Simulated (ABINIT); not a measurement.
The system is CdSe.

```xyz
2
Lattice="0.0000 3.0703 3.0703 3.0703 0.0000 3.0703 3.0703 3.0703 0.0000" Properties=species:S:1:pos:R:3 pbc="T T T"
Cd    0.0000    0.0000    0.0000
Se    1.5351    1.5351    1.5351
```

Measurements of this composition are mostly on another form, of space group No. 186.

Program: ABINIT 10.8.3 (patched build). Alike in all runs: task single point; potentials or basis JTH PAW PBE v2.0; no spin polarisation; cell as given; k mesh 8 × 8 × 8; cutoff (eV) 707; smearing fermi-dirac 0.05 eV.

**Question.** Order these runs on this cell by their pressure, lowest first.
A. level PW91
B. level RPBE
C. level WC

**Answer.** C (-1.4 GPa), A (1.0 GPa), B (3.1 GPa).

Caveats: the PAW data sets were made with another functional, which shifts forces and pressure a little.

Runs at the PBE level aren't shown here.
